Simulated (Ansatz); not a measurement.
# NaI: the cost of one run

Computed with Ansatz 0.2.0 (DFT PBEsol with spin–orbit coupling, plane waves, PAW, unless a step's input says otherwise).

3 further runs of the same task are left out: 1 that didn't finish, 2 set aside as unsound or not needed.

## Step 1: Starting point

It takes space group Fm-3m (No. 225, cubic). Conventional cell: a = 6.473 Å, b = 6.473 Å, c = 6.473 Å, α = 90.00°, β = 90.00°, γ = 90.00°. Na (site symmetry m-3m) is surrounded by 6 I at 3.24 Å. I (site symmetry m-3m) is surrounded by 6 Na at 3.24 Å.

Coordinates:

```cif
data_structure
_symmetry_space_group_name_H-M 'Fm-3m'
_symmetry_Int_Tables_number 225
_cell_length_a 6.4728
_cell_length_b 6.4728
_cell_length_c 6.4728
_cell_angle_alpha 90.000
_cell_angle_beta 90.000
_cell_angle_gamma 90.000
_cell_volume 271.19
loop_
_atom_site_label
_atom_site_type_symbol
_atom_site_symmetry_multiplicity
_atom_site_Wyckoff_symbol
_atom_site_fract_x
_atom_site_fract_y
_atom_site_fract_z
_atom_site_occupancy
Na1 Na 4 a 0.00000 0.00000 0.00000 1
I1 I 4 b 0.50000 0.00000 0.00000 1
```

The cell is the deposited one, not relaxed. An earlier run on this cell at PBEsol, without spin–orbit coupling gave -0.51 GPa at 33.899 Å³/atom (10×10×10 mesh), gap on the mesh 3.51 eV.

## Step 2: Spin-orbit coupling: topological invariants

input.yaml

```yaml
crystal:
  lattice:
    - [0.0, 3.2364007687, 3.2364007687]
    - [3.2364007687, 0.0, 3.2364007687]
    - [3.2364007687, 3.2364007687, 0.0]
  atoms:
    - { symbol: Na, position: [0.0, 0.0, 0.0] }
    - { symbol: I, position: [0.5, 0.5, 0.5] }
basis:
  ecutwfc: 420
  ecutrho_ratio: 4
kpoints:
  mp_grid: { grid: [6, 6, 6] }
hamiltonian:
  xc: pbesol
scf:
  occupations: { method: gaussian, width: 0.05 }
output:
  forces: true
  stress: true
  eigenvalues: true
  populations: true
  topological_invariants: true
magnetization:
  noncollinear: true
  spin_orbit: true
```

Command:

```bash
$ ansatz run input.yaml --threads 4 --pin off --max-ram 9216MiB --backend cpu --events-out ev --progress --plain --runs-dir out
```

What time and memory should one allow on 4 threads of Arm Neoverse N1, shared host?

About 42 s, with a peak of 0.69 GiB.
